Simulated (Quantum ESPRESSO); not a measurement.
# BeS (F-43m) in Quantum ESPRESSO: further runs

Runs on BeS. Level: PBEsol. Tasks: single point, equation of state.

Everything below comes from runs of Quantum ESPRESSO 7.5. Logs are shortened: lines on timing, memory, paths and dates and some standing lists are left out, and cuts for length are marked.

## 1. The crystal as given

It takes space group F-43m (No. 216, cubic). Conventional cell: a = 4.850 Å, b = 4.850 Å, c = 4.850 Å, α = 90.00°, β = 90.00°, γ = 90.00°. Around S (site symmetry -43m) lie 4 Be at 2.10 Å. Around Be (site symmetry -43m) lie 4 S at 2.10 Å.

## 2. Single point, PBEsol, 13.40 Å³/atom

pw.in

```
&CONTROL
  calculation = 'scf'
  prefix = 'pwscf'
  outdir = './tmp'
  pseudo_dir = './pseudo'
  tstress = .true.
  disk_io = 'nowf'
/
&SYSTEM
  ibrav = 0
  nat = 2
  ntyp = 2
  ecutwfc = 45
  ecutrho = 360
  nbnd = 10
  occupations = 'smearing'
  smearing = 'fd'
  degauss = 0.00367493
/
&ELECTRONS
  conv_thr = 4d-10
  electron_maxstep = 120
  mixing_beta = 0.5
/
ATOMIC_SPECIES
S     32.0600 s_pbesol_v1.4.uspp.F.UPF
Be     9.0122 be_pbesol_v1.4.uspp.F.UPF
CELL_PARAMETERS angstrom
   0.0000000000    2.3754963136    2.3754963136
   2.3754963136    0.0000000000    2.3754963136
   2.3754963136    2.3754963136    0.0000000000
ATOMIC_POSITIONS crystal
S      0.7500000000    0.7500000000    0.7500000000
Be     0.0000000000    0.0000000000    0.0000000000
K_POINTS automatic
9 9 9 0 0 0
```

Potentials or basis: GBRV 1.5 PBEsol.

Started as:

```
> OMP_NUM_THREADS=1 mpirun -n 2 pw.x -nk 2 -in pw.in > pw.out
```

pw.out:

```text
This program is part of the open-source Quantum ESPRESSO suite
     for quantum simulation of materials; please cite
[... 13 lines left out ...]
     --------------------
     sticks:   dense  smooth     PW     G-vecs:    dense   smooth      PW
     Sum        1003     499    163                20827     7391    1363

     Using Slab Decomposition

     bravais-lattice index     =            0
     lattice parameter (alat)  =       6.3485  a.u.
     unit-cell volume          =     180.9213 (a.u.)^3
     number of atoms/cell      =            2
     number of atomic types    =            2
     number of electrons       =        10.00
     number of Kohn-Sham states=           10
     kinetic-energy cutoff     =      45.0000  Ry
     charge density cutoff     =     360.0000  Ry
     scf convergence threshold =      4.0E-10
     mixing beta               =       0.5000
     number of iterations used =            8  plain     mixing
     Exchange-correlation= SLA  PW   PSX  PSC
                           (   1   4  10   8   0   0   0)

     celldm(1)=   6.348458  celldm(2)=   0.000000  celldm(3)=   0.000000
     celldm(4)=   0.000000  celldm(5)=   0.000000  celldm(6)=   0.000000

     crystal axes: (cart. coord. in units of alat)
               a(1) = (   0.000000   0.707107   0.707107 )
               a(2) = (   0.707107   0.000000   0.707107 )
               a(3) = (   0.707107   0.707107   0.000000 )

     reciprocal axes: (cart. coord. in units 2 pi/alat)
               b(1) = ( -0.707107  0.707107  0.707107 )
               b(2) = (  0.707107 -0.707107  0.707107 )
               b(3) = (  0.707107  0.707107 -0.707107 )

     PseudoPot. # 1 for S  read from file:
     s_pbesol_v1.4.uspp.F.UPF
     Pseudo is Ultrasoft + core correction, Zval =  6.0
     Generated by new atomic code, or converted to UPF format
     Using radial grid of  907 points,  6 beta functions with:
                l(1) =   0
                l(2) =   0
                l(3) =   1
                l(4) =   1
                l(5) =   2
                l(6) =   2
     Q(r) pseudized with  8 coefficients,  rinner =    1.300   1.300   1.300
                                                       1.300   1.300

     PseudoPot. # 2 for Be read from file:
     be_pbesol_v1.4.uspp.F.UPF
     Pseudo is Ultrasoft, Zval =  4.0
     Generated by new atomic code, or converted to UPF format
     Using radial grid of  769 points,  6 beta functions with:
                l(1) =   0
                l(2) =   0
                l(3) =   0
                l(4) =   1
                l(5) =   1
                l(6) =   2
     Q(r) pseudized with 10 coefficients,  rinner =    1.000   1.000   1.000
                                                       1.000   1.000

     atomic species   valence    mass     pseudopotential
     S                 6.00    32.06000     S ( 1.00)
     Be                4.00     9.01220     Be( 1.00)

     24 Sym. Ops. (no inversion) found

   Cartesian axes

     site n.     atom                  positions (alat units)
         1        S      tau(   1) = (   1.0606602   1.0606602   1.0606602  )
         2        Be     tau(   2) = (   0.0000000   0.0000000   0.0000000  )

     number of k points=    35  Fermi-Dirac smearing, width (Ry)=  0.0037
                       cart. coord. in units 2pi/alat
        k(    1) = (   0.0000000   0.0000000   0.0000000), wk =   0.0027435
        k(    2) = (   0.0785674   0.0785674  -0.0785674), wk =   0.0219479
        k(    3) = (   0.1571348   0.1571348  -0.1571348), wk =   0.0219479
        k(    4) = (   0.2357023   0.2357023  -0.2357023), wk =   0.0219479
        k(    5) = (   0.3142697   0.3142697  -0.3142697), wk =   0.0219479
        k(    6) = (   0.1571348   0.0000000  -0.0000000), wk =   0.0164609
[... 27 lines left out ...]
        k(   34) = (  -0.0000000  -0.4714045   0.6285394), wk =   0.0658436
        k(   35) = (  -0.0785674  -0.3928371   0.7071068), wk =   0.0658436

     Dense  grid:    20827 G-vectors     FFT dimensions: (  40,  40,  40)

     Smooth grid:     7391 G-vectors     FFT dimensions: (  27,  27,  27)

     Initial potential from superposition of free atoms

     starting charge       9.9998, renormalised to      10.0000
     Starting wfcs are    9 randomized atomic wfcs +    1 random wfcs

     Self-consistent Calculation

     iteration #  1     ecut=    45.00 Ry     beta= 0.50
     Davidson diagonalization with overlap
     ethr =  1.00E-02,  avg # of iterations =  6.0

     Threshold (ethr) on eigenvalues was too large:
     Diagonalizing with lowered threshold

     Davidson diagonalization with overlap
     ethr =  4.57E-04,  avg # of iterations =  2.1

     total energy              =     -52.26949351 Ry
     estimated scf accuracy    <       0.04644426 Ry

     iteration #  2     ecut=    45.00 Ry     beta= 0.50
     Davidson diagonalization with overlap
     ethr =  4.64E-04,  avg # of iterations =  1.2

     total energy              =     -52.26944096 Ry
     estimated scf accuracy    <       0.00666749 Ry

     iteration #  3     ecut=    45.00 Ry     beta= 0.50
     Davidson diagonalization with overlap
     ethr =  6.67E-05,  avg # of iterations =  3.8

     total energy              =     -52.26992191 Ry
     estimated scf accuracy    <       0.00011955 Ry

     iteration #  4     ecut=    45.00 Ry     beta= 0.50
     Davidson diagonalization with overlap
     ethr =  1.20E-06,  avg # of iterations =  5.6

     total energy              =     -52.26995575 Ry
     estimated scf accuracy    <       0.00001716 Ry

     iteration #  5     ecut=    45.00 Ry     beta= 0.50
     Davidson diagonalization with overlap
     ethr =  1.72E-07,  avg # of iterations =  2.4

     total energy              =     -52.26995799 Ry
     estimated scf accuracy    <       0.00000018 Ry

     iteration #  6     ecut=    45.00 Ry     beta= 0.50
     Davidson diagonalization with overlap
     ethr =  1.77E-09,  avg # of iterations =  3.9

     total energy              =     -52.26995823 Ry
     estimated scf accuracy    <          9.5E-09 Ry

     iteration #  7     ecut=    45.00 Ry     beta= 0.50
     Davidson diagonalization with overlap
     ethr =  9.46E-11,  avg # of iterations =  2.3

     total energy              =     -52.26995823 Ry
     estimated scf accuracy    <          1.5E-09 Ry

     iteration #  8     ecut=    45.00 Ry     beta= 0.50
     Davidson diagonalization with overlap
     ethr =  1.45E-11,  avg # of iterations =  2.4

     End of self-consistent calculation

          k = 0.0000 0.0000 0.0000 (   941 PWs)   bands (ev):

   -91.5543  -7.9269   6.2167   6.2167   6.2167  11.7735  11.7735  11.7735
    12.4551  18.9147

          k = 0.0786 0.0786-0.0786 (   917 PWs)   bands (ev):

   -91.5542  -7.7733   5.1508   6.0363   6.0363  11.8247  12.0890  12.0890
    13.4807  18.3063

          k = 0.1571 0.1571-0.1571 (   920 PWs)   bands (ev):

   -91.5542  -7.3380   3.1578   5.6549   5.6549  11.8354  12.6391  12.6391
    15.3872  17.8903

          k = 0.2357 0.2357-0.2357 (   926 PWs)   bands (ev):

   -91.5541  -6.7239   1.2989   5.3067   5.3067  11.8218  12.7852  12.7852
    16.8531  18.7841

          k = 0.3143 0.3143-0.3143 (   926 PWs)   bands (ev):

   -91.5541  -6.2027   0.1162   5.1124   5.1124  11.8045  12.6704  12.6704
    17.4291  21.5530

          k = 0.1571 0.0000-0.0000 (   925 PWs)   bands (ev):

   -91.5542  -7.7221   5.3926   5.6741   5.6741  11.3787  12.6162  12.6162
    13.4230  17.2169

          k = 0.2357 0.0786-0.0786 (   924 PWs)   bands (ev):

   -91.5542  -7.3803   3.7910   5.2110   5.4698  11.4562  12.9730  13.3787
    14.3195  17.0221

          k = 0.3143 0.1571-0.1571 (   923 PWs)   bands (ev):

   -91.5541  -6.8191   1.9361   4.8765   5.0603  11.7259  13.0784  13.6717
    14.9830  18.5483

          k = 0.3928 0.2357-0.2357 (   915 PWs)   bands (ev):

   -91.5541  -6.2394   0.5337   4.6360   4.7679  11.8122  12.9737  13.4493
    16.4568  19.6634

          k =-0.2357-0.3928 0.3928 (   923 PWs)   bands (ev):

   -91.5541  -6.0380   0.1202   4.3614   4.9001  11.9668  12.9206  13.1842
    17.5494  20.0529

          k =-0.1571-0.3143 0.3143 (   922 PWs)   bands (ev):

   -91.5541  -6.4156   0.9203   4.3185   5.2347  12.2285  13.0032  13.0407
    16.7279  18.1300

          k =-0.0786-0.2357 0.2357 (   921 PWs)   bands (ev):

   -91.5542  -7.0242   2.5106   4.5527   5.6744  12.3391  12.7719  13.1137
    15.4025  16.9444

          k =-0.0000-0.1571 0.1571 (   915 PWs)   bands (ev):

   -91.5542  -7.5252   4.2130   5.1577   6.0272  12.1199  12.2408  12.7016
    14.4236  17.1866

          k = 0.3143 0.0000-0.0000 (   918 PWs)   bands (ev):

   -91.5541  -7.1424   3.7614   4.6718   4.6718  10.6896  13.1449  14.5005
    14.5005  17.2434

          k = 0.3928 0.0786-0.0786 (   918 PWs)   bands (ev):

   -91.5541  -6.6742   2.4773   4.2278   4.2883  10.6871  12.7691  15.0146
    15.2360  18.9749

          k = 0.4714 0.1571-0.1571 (   906 PWs)   bands (ev):

   -91.5541  -6.1239   1.1933   3.6026   4.1663  10.8870  13.6831  15.1016
    15.1705  20.6315

          k =-0.1571-0.4714 0.4714 (   927 PWs)   bands (ev):

   -91.5541  -5.8023   0.5606   3.0692   4.3272  11.1382  14.5980  14.7692
    16.1035  19.3474

          k =-0.0786-0.3928 0.3928 (   919 PWs)   bands (ev):

   -91.5541  -5.9897   0.9114   2.8612   4.7320  11.6440  14.3255  14.5825
    16.6761  17.9538

          k =-0.0000-0.3143 0.3143 (   913 PWs)   bands (ev):

   -91.5541  -6.5113   1.8148   3.2797   5.2631  12.2902  13.6107  14.0824
    15.3850  16.7792

          k = 0.4714 0.0000-0.0000 (   922 PWs)   bands (ev):

   -91.5541  -6.3236   2.1274   3.8359   3.8359   9.8148  11.6510  16.7573
    16.7573  19.7701

          k = 0.5500 0.0786-0.0786 (   920 PWs)   bands (ev):

   -91.5541  -5.8843   1.4105   3.1953   3.6499   9.8440  11.7424  17.2940
    17.3221  21.2931

          k =-0.0786-0.5500 0.5500 (   929 PWs)   bands (ev):

   -91.5541  -5.5821   1.1293   2.2127   3.7669  10.2637  13.1946  16.8951
    17.3247  19.7441

          k =-0.0000-0.4714 0.4714 (   921 PWs)   bands (ev):

   -91.5541  -5.6337   1.2560   1.7594   4.1619  10.8497  15.3263  15.9071
    16.9669  17.6968

          k = 0.6285 0.0000-0.0000 (   934 PWs)   bands (ev):

   -91.5541  -5.6234   0.9976   3.3846   3.3846   9.1013  11.0143  18.9180
    18.9180  22.0277

          k =-0.0000-0.6285 0.6285 (   944 PWs)   bands (ev):

   -91.5541  -5.4968   0.9326   2.8198   3.4264   9.4729  11.4624  18.7202
    19.0098  20.9452

          k = 0.3143 0.1571-0.0000 (   928 PWs)   bands (ev):

   -91.5542  -6.9724   2.8649   4.1923   5.2355  11.5976  13.4361  13.8951
    14.3371  17.5908

          k = 0.3928 0.2357-0.0786 (   914 PWs)   bands (ev):

   -91.5541  -6.4067   1.5292   3.6381   4.7960  12.0335  13.0659  14.5317
    15.0064  18.5485

          k =-0.2357-0.3928 0.5500 (   926 PWs)   bands (ev):

   -91.5541  -5.9397   0.5453   3.4940   4.4241  12.1244  12.7715  14.9969
    16.3792  18.7952

          k = 0.4714 0.1571-0.0000 (   926 PWs)   bands (ev):

   -91.5541  -6.2084   1.7898   3.3817   3.9680  10.8094  12.4666  15.1059
    16.7389  19.6953

          k =-0.1571-0.4714 0.6285 (   919 PWs)   bands (ev):

   -91.5541  -5.7645   1.1511   2.7434   3.6223  11.2722  13.3835  14.8783
    17.3269  19.1470

          k =-0.0786-0.3928 0.5500 (   924 PWs)   bands (ev):

   -91.5541  -5.6333   0.9976   2.2948   3.7585  11.6811  13.9512  15.8852
    16.6176  17.6077

          k = 0.0000-0.3143 0.4714 (   920 PWs)   bands (ev):

   -91.5541  -5.9248   1.2764   2.5058   4.2439  12.2825  13.2583  14.9026
    16.6566  18.1676

          k =-0.0786-0.5500 0.7071 (   927 PWs)   bands (ev):

   -91.5541  -5.5798   1.1299   2.9466   3.0760  10.1752  11.8878  17.0808
    18.6101  20.3890

          k =-0.0000-0.4714 0.6285 (   921 PWs)   bands (ev):

   -91.5541  -5.4761   1.3304   1.9966   3.2226  10.9587  13.2581  16.4063
    17.0080  19.7453

          k =-0.0786-0.3928 0.7071 (   914 PWs)   bands (ev):

   -91.5541  -5.5018   1.4451   2.0986   2.8704  12.3656  13.6618  14.7446
    16.3485  19.5815

     the Fermi energy is     7.3097 ev

!    total energy              =     -52.26995823 Ry
     estimated scf accuracy    <          5.9E-11 Ry
     smearing contrib. (-TS)   =      -0.00000000 Ry
     internal energy E=F+TS    =     -52.26995823 Ry

     The total energy is F=E-TS. E is the sum of the following terms:
     one-electron contribution =     -15.76500420 Ry
     hartree contribution      =       7.75460633 Ry
     xc contribution           =     -13.41711830 Ry
     ewald contribution        =     -30.84244205 Ry

     convergence has been achieved in   8 iterations

     Computing stress (Cartesian axis) and pressure

          total   stress  (Ry/bohr**3)                   (kbar)     P=       59.37
   0.00040358  -0.00000000   0.00000000           59.37       -0.00        0.00
  -0.00000000   0.00040358  -0.00000000           -0.00       59.37       -0.00
   0.00000000  -0.00000000   0.00040358            0.00       -0.00       59.37

=------------------------------------------------------------------------------=
   JOB DONE.
=------------------------------------------------------------------------------=
```

Wall time 4.9 s (2 MPI ranks of Intel Xeon 6975P-C (Granite Rapids), shared host); peak memory 0.18 GiB.

Results:

- Free energy: -711.1690 eV
- Pressure: 5.9 GPa
- Band gap on the k mesh: 2.88 eV, indirect (least direct gap 5.56 eV)

Caveat: an odd mesh through Γ misses points on the zone boundary, where band edges often lie.

## 3. Single point, PBEsol, 13.69 Å³/atom

pw.in: that of step 2 with these lines changed.

```diff
@@ -28,5 +28,5 @@
 CELL_PARAMETERS angstrom
-   0.0000000000    2.3754963136    2.3754963136
-   2.3754963136    0.0000000000    2.3754963136
-   2.3754963136    2.3754963136    0.0000000000
+   0.0000000000    2.3922257121    2.3922257121
+   2.3922257121    0.0000000000    2.3922257121
+   2.3922257121    2.3922257121    0.0000000000
 ATOMIC_POSITIONS crystal
```

Potentials or basis: GBRV 1.5 PBEsol.

Started as:

```
> OMP_NUM_THREADS=1 mpirun -n 2 pw.x -nk 2 -in pw.in > pw.out
```

It took 4.8 s on 2 MPI ranks of Intel Xeon 6975P-C (Granite Rapids), shared host; peak memory 0.18 GiB.

The run converged. Its results:

```
Free energy            : -711.1859 eV
Pressure               : 3.5 GPa
Band gap on the k mesh : 2.93 eV, indirect (least direct gap 5.57 eV)
```

Caveat: an odd mesh through Γ misses points on the zone boundary, where band edges often lie.

## 4. Single point, PBEsol, 13.98 Å³/atom

pw.in: that of step 3 with these lines changed.

```diff
@@ -28,5 +28,5 @@
 CELL_PARAMETERS angstrom
-   0.0000000000    2.3922257121    2.3922257121
-   2.3922257121    0.0000000000    2.3922257121
-   2.3922257121    2.3922257121    0.0000000000
+   0.0000000000    2.4087243418    2.4087243418
+   2.4087243418    0.0000000000    2.4087243418
+   2.4087243418    2.4087243418    0.0000000000
 ATOMIC_POSITIONS crystal
```

Started as:

```
> OMP_NUM_THREADS=1 mpirun -n 2 pw.x -nk 2 -in pw.in > pw.out
```

Run time: 6 s. Hardware: 2 MPI ranks of Intel Xeon 6975P-C (Granite Rapids), shared host; peak memory 0.18 GiB.

Results (log left out):

```
Free energy            : -711.1946 eV
Pressure               : 1.3 GPa
Band gap on the k mesh : 2.98 eV, indirect (least direct gap 5.58 eV)
```

Caveat: an odd mesh through Γ misses points on the zone boundary, where band edges often lie.

## 5. Single point, PBEsol, 14.26 Å³/atom

pw.in: that of step 4 with these lines changed.

```diff
@@ -28,5 +28,5 @@
 CELL_PARAMETERS angstrom
-   0.0000000000    2.4087243418    2.4087243418
-   2.4087243418    0.0000000000    2.4087243418
-   2.4087243418    2.4087243418    0.0000000000
+   0.0000000000    2.4250000000    2.4250000000
+   2.4250000000    0.0000000000    2.4250000000
+   2.4250000000    2.4250000000    0.0000000000
 ATOMIC_POSITIONS crystal
```

Started as:

```
> OMP_NUM_THREADS=1 mpirun -n 2 pw.x -nk 2 -in pw.in > pw.out
```

Run time: 5.9 s. Hardware: 2 MPI ranks of Intel Xeon 6975P-C (Granite Rapids), shared host; peak memory 0.18 GiB.

The run converged. Its results:

* Free energy: -711.1958 eV
* Pressure: -0.7 GPa
* Band gap on the k mesh: 3.03 eV, indirect (least direct gap 5.59 eV)

Caveat: an odd mesh through Γ misses points on the zone boundary, where band edges often lie.

## 6. Single point, PBEsol, 14.55 Å³/atom

pw.in: that of step 5 with these lines changed.

```diff
@@ -28,5 +28,5 @@
 CELL_PARAMETERS angstrom
-   0.0000000000    2.4250000000    2.4250000000
-   2.4250000000    0.0000000000    2.4250000000
-   2.4250000000    2.4250000000    0.0000000000
+   0.0000000000    2.4410600707    2.4410600707
+   2.4410600707    0.0000000000    2.4410600707
+   2.4410600707    2.4410600707    0.0000000000
 ATOMIC_POSITIONS crystal
```

Potentials or basis: GBRV 1.5 PBEsol.

Started as:

```
> OMP_NUM_THREADS=1 mpirun -n 2 pw.x -nk 2 -in pw.in > pw.out
```

Wall time 4.7 s (2 MPI ranks of Intel Xeon 6975P-C (Granite Rapids), shared host); peak memory 0.18 GiB.

The run converged. Its results:

* Free energy: -711.1903 eV
* Pressure: -2.5 GPa
* Band gap on the k mesh: 3.07 eV, indirect (least direct gap 5.55 eV)

Caveat: an odd mesh through Γ misses points on the zone boundary, where band edges often lie.

## 7. Single point, PBEsol, 14.83 Å³/atom

pw.in: that of step 6 with these lines changed.

```diff
@@ -28,5 +28,5 @@
 CELL_PARAMETERS angstrom
-   0.0000000000    2.4410600707    2.4410600707
-   2.4410600707    0.0000000000    2.4410600707
-   2.4410600707    2.4410600707    0.0000000000
+   0.0000000000    2.4569115543    2.4569115543
+   2.4569115543    0.0000000000    2.4569115543
+   2.4569115543    2.4569115543    0.0000000000
 ATOMIC_POSITIONS crystal
```

Started as:

```
> OMP_NUM_THREADS=1 mpirun -n 2 pw.x -nk 2 -in pw.in > pw.out
```

It took 5.2 s on 2 MPI ranks of Intel Xeon 6975P-C (Granite Rapids), shared host; peak memory 0.18 GiB.

The run converged. Its results:

```
Free energy            : -711.1787 eV
Pressure               : -4.1 GPa
Band gap on the k mesh : 3.11 eV, indirect (least direct gap 5.39 eV)
```

Caveat: an odd mesh through Γ misses points on the zone boundary, where band edges often lie.

## 8. Single point, PBEsol, 15.12 Å³/atom

pw.in: that of step 7 with these lines changed.

```diff
@@ -28,5 +28,5 @@
 CELL_PARAMETERS angstrom
-   0.0000000000    2.4569115543    2.4569115543
-   2.4569115543    0.0000000000    2.4569115543
-   2.4569115543    2.4569115543    0.0000000000
+   0.0000000000    2.4725610944    2.4725610944
+   2.4725610944    0.0000000000    2.4725610944
+   2.4725610944    2.4725610944    0.0000000000
 ATOMIC_POSITIONS crystal
```

Started as:

```
> OMP_NUM_THREADS=1 mpirun -n 2 pw.x -nk 2 -in pw.in > pw.out
```

It took 4.8 s on 2 MPI ranks of Intel Xeon 6975P-C (Granite Rapids), shared host; peak memory 0.18 GiB.

Results (log left out):

```yaml
Free_energy: -711.1614 eV
Pressure: -5.6 GPa
Band_gap_on_the_k_mesh: 3.14 eV, indirect (least direct gap 5.24 eV)
```

Caveat: an odd mesh through Γ misses points on the zone boundary, where band edges often lie.

## 9. Equation of state, PBEsol

Potentials or basis: GBRV 1.5 PBEsol.

This step only gathers the single runs of the series.

What came out:

* Equilibrium volume: 14.17 Å³/atom
* Bulk modulus: 97 GPa
* Pressure derivative of the bulk modulus: 3.8

Energy against volume, from the lowest point:
```
volume (Å³/atom)  energy (meV/atom)
          13.405              13.40
          13.690               4.96
          13.975               0.62
          14.261               0.00
          14.546               2.76
          14.831               8.58
          15.116              17.19
```
